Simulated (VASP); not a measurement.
Write the native input for VASP 6.6.1 that does the following.

```
Task                   : relaxation of cell and atoms
Functional             : PBEsol
Potentials or basis    : VASP PAW PBE potentials, release 64 (Sr_sv, Ti_sv, O)
Cutoff                 : 600 eV
k mesh                 : 8 × 8 × 8
Occupations            : gaussian, width 0.03 eV
Spin                   : no spin polarisation
Further INCAR settings : ALGO = Normal; EDIFF = 1e-06; IBRION = 2; EDIFFG = -0.01; NSW = 90; ISIF = 3
```

The structure of SrTiO3 lies in POSCAR:

```
SrTiO3
1.0
    3.9052800000      0.0000000000      0.0000000000
    0.0000000000      3.9052800000      0.0000000000
    0.0000000000      0.0000000000      3.9052800000
Sr Ti O
1 1 3
Direct
    0.5000000000      0.5000000000      0.5000000000
    0.0000000000      0.0000000000      0.0000000000
    0.5000000000      0.0000000000      0.0000000000
    0.0000000000      0.5000000000      0.0000000000
    0.0000000000      0.0000000000      0.5000000000
```

These files were run (other wordings do the same):

INCAR

```
  PREC = Accurate
  ENCUT = 600
  EDIFF = 1E-6
  ISMEAR = 0
  SIGMA = 0.03
  LREAL = F
  LASPH = T
  NELM = 80
  ALGO = Normal
  ISIF = 3
  LWAVE = F
  LCHARG = F
  GGA = PS
  IBRION = 2
  NSW = 90
  EDIFFG = -0.01
```

KPOINTS

```
regular mesh
0
Gamma
  8 8 8
```

Potentials or basis: VASP PAW PBE potentials, release 64 (Sr_sv, Ti_sv, O).

Run with:

```console
$ cat potpaw_PBE.64/Sr_sv/POTCAR potpaw_PBE.64/Ti_sv/POTCAR potpaw_PBE.64/O/POTCAR > POTCAR
$ mpirun -np 1 vasp_std > vasp.out
```

It gave:

```
Relaxed volume                         : 11.82 Å³/atom
Relaxed cell                           : a = 3.895 Å, b = 3.895 Å, c = 3.895 Å, α = 90.00°, β = 90.00°, γ = 90.00°
Space group after relaxing (to 0.05 Å) : Pm-3m (No. 221)
Energy gained by relaxing              : 0.5 meV/atom
Ionic steps                            : 3
Pressure after relaxing                : 0.0 GPa
Band gap on the k mesh                 : 1.82 eV, indirect (least direct gap 2.17 eV)
```

Caveat: the PAW data sets were made with another functional, which shifts forces and pressure a little.

Wall time 120 s on 1 thread of Intel(R) Xeon(R) Platinum 8488C (Sapphire Rapids), with other jobs on the host, peak memory 0.23 GiB.
